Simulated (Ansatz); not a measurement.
**BP: how the settings move a single-point run**

How sensitive is a single-point run of BP to its settings? A reference run comes first, then two runs with altered input. The cell is built on a prototype (h-MgO type) and needn't be the phase found in nature.

Program: Ansatz 0.2.0. Level of theory: reference: DFT, PBE, plane waves, PAW. These are calculated values, not measurements.

5 further runs of the same task are left out: 1 for a known fault of the program, 4 that didn't finish.

### 1 The starting structure

It takes space group P6_3/mmc (No. 194, hexagonal). The conventional cell has a = 3.204 Å, b = 3.204 Å, c = 8.467 Å, α = 90.00°, β = 90.00°, γ = 120.00°. B (site symmetry -6m2) is surrounded by 3 P at 1.85 Å. P (site symmetry -6m2) is surrounded by 3 B at 1.85 Å.

Structure file:

```cif
data_structure
_symmetry_space_group_name_H-M 'P 1'
_symmetry_Int_Tables_number 1
_cell_length_a 3.2039
_cell_length_b 3.2039
_cell_length_c 8.4666
_cell_angle_alpha 90.000
_cell_angle_beta 90.000
_cell_angle_gamma 120.000
_cell_volume 75.27
loop_
_atom_site_label
_atom_site_type_symbol
_atom_site_fract_x
_atom_site_fract_y
_atom_site_fract_z
_atom_site_occupancy
B1 B 0.33333 0.66667 0.25000 1
B2 B 0.66667 0.33333 0.75000 1
P1 P 0.66667 0.33333 0.25000 1
P2 P 0.33333 0.66667 0.75000 1
```

### 2 The reference run

Input file input.yaml:

```yaml
crystal:
  lattice:
    - [3.2039351186, 0.0, 0.0]
    - [-1.6019675593, 2.7746892048, 0.0]
    - [0.0, 0.0, 8.4666228416]
  atoms:
    - { symbol: B, position: [0.3333333333, 0.6666666667, 0.25] }
    - { symbol: B, position: [0.6666666667, 0.3333333333, 0.75] }
    - { symbol: P, position: [0.6666666667, 0.3333333333, 0.25] }
    - { symbol: P, position: [0.3333333333, 0.6666666667, 0.75] }
kpoints:
  mp_grid: { grid: [6, 6, 2] }
hamiltonian:
  xc: pbe
scf:
  occupations: { method: fixed }
  n_extra_bands: 5
output:
  forces: true
  stress: true
  eigenvalues: true
```

The run is started by

```bash
> ansatz run input.yaml --threads 4 --pin off --max-ram 3686MiB --backend cpu --events-out ev --progress --plain --runs-dir out
```

### 3 A run with other settings

Edit input.yaml of step 2 so:

```diff
@@ -17,2 +17,3 @@
   n_extra_bands: 5
+  max_iter: 71
 output:
@@ -21 +22,4 @@
   eigenvalues: true
+magnetization:
+  spin_polarized: true
+  initial_magnetization: 6.0
```

### 5 Changed: exchange pbe, correlation pbe, coeff 0.05, omega 0.3

Edit input.yaml of step 2 so:

```diff
@@ -13,3 +13,3 @@
 hamiltonian:
-  xc: pbe
+  xc: { exchange: pbe, correlation: pbe, exx: { coeff: 0.05, omega: 0.3 } }
 scf:
```

(Steps that only read results are left out.)

What does the calculation give? Wanted: for each run, ending; energy change; pressure; gap; force.

**Answer**, as computed:

| run | ending | energy change | pressure (GPa) | gap (eV) | force (eV/Å) | cycles | time |
| --- | --- | --- | --- | --- | --- | --- | --- |
| reference | converged | - | 1.2 | 0.86 | 0.00 | 6 | 0.36 s |
| 1: spin_polarized true, initial_magnetization 6.0 | refused | - | - | - | - | - | 0.03 s |
| 2: exchange pbe, correlation pbe, coeff 0.05, omega 0.3 | converged | not comparable | 0.9 | 0.92 | 0.00 | 10 | 5.8 s |

Residual by cycle in the longest SCF loop of each run; runs are numbered as in the table. The quantity is the density residual dr2, in eV.

| cycle | reference | run 2 |
| --- | --- | --- |
| 1 | 0.00279 | 6.5e-4 |
| 2 | 1.5e-4 | 5.6e-5 |
| 3 | 3.7e-5 | 1.3e-6 |
| 4 | 1.5e-6 | 1.0e-7 |
| 5 | 7.4e-8 | 1.2e-8 |
| 6 | 1.6e-8 | - |

1 of the 2 altered inputs did not end normally.
